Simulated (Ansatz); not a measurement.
A series in volume per atom on W

Periodic Kohn-Sham DFT of a crystal at fixed atoms; pressure and stress are positive in compression; the energy is the free energy less that of spherical unpolarised free atoms; site moments are those in the method's own spheres, positive along +z. The results are calculated, by Ansatz 0.2.0.

Cell of the first row (space group Im-3m, No. 229):
```
cell vectors (Å)
  -1.5650     1.5650     1.5650
   1.5650    -1.5650     1.5650
   1.5650     1.5650    -1.5650
atoms (fractions of the cell vectors)
W   0.00000  0.00000  0.00000
```

Settings of every row: method frozen-core PAW; functional PBE; relativity scalar; k mesh 14x14x14; filling fermi-dirac; smearing width 0.08 eV; wave cutoff 420 eV; paw set soft_2.

Atom start moment: 0 on all atoms.

Limits: no spin-orbit coupling on heavy atoms.

Limits of some rows: the cell was measured well above room temperature (row 1, 4, 6, 8, 10).

```
row  volume per atom (Å³)  pressure (GPa)
  1                15.331               ?
  2                15.502          13.376
  3                15.825           6.355
  4                15.975           3.316
  5                16.148               0
  6                16.301          -2.803
  7                16.471          -5.747
  8                16.627           -8.33
  9                16.794         -10.939
 10                17.279         -17.802
```

Question: what pressure should row 1 give?

Worked fit of pressure. Take u = (V_r/V)^(2/3) − 1 with V_r = 16.301 Å³ an atom, which is twice the finite (Eulerian) strain; such expansions in the strain, on which the Birch-Murnaghan equation of state is built, carry the rest volume and the bulk modulus. The shown rows have u = 0.03407, 0.01995, 0.01356, 0.00631, 0, -0.00689, -0.01311, -0.01967, -0.0381. Least squares give pressure = −2.7989 + 436.413 × u + 1122.11 × u² GPa; a straight line predicts inner rows, each left out in turn, worse (root mean square 0.38 against 0.0073 GPa). The rows lie off it by 0.004, 0.001, -0.009, 0.000, -0.004, 0.006, -0.003, 0.010, -0.005 (root mean square 0.0056 GPa). The pressure vanishes at u = 0.0063, or V = 16.15 Å³ an atom, and there the bulk modulus at fixed shape and fractions is B = −V dP/dV = (2/3)(1 + u) dP/du = 302 GPa. The withheld row has u = 0.04175, so the fit gives −2.7989 + 436.413 × (0.04175) + 1122.11 × (0.04175)² = 17.377 GPa.

The calculation gave 17.376 GPa. The fit lies 0.001 GPa (0.0028 % of the column's range) above it, one unit of the last digit. This row lies beyond the range of the fit.
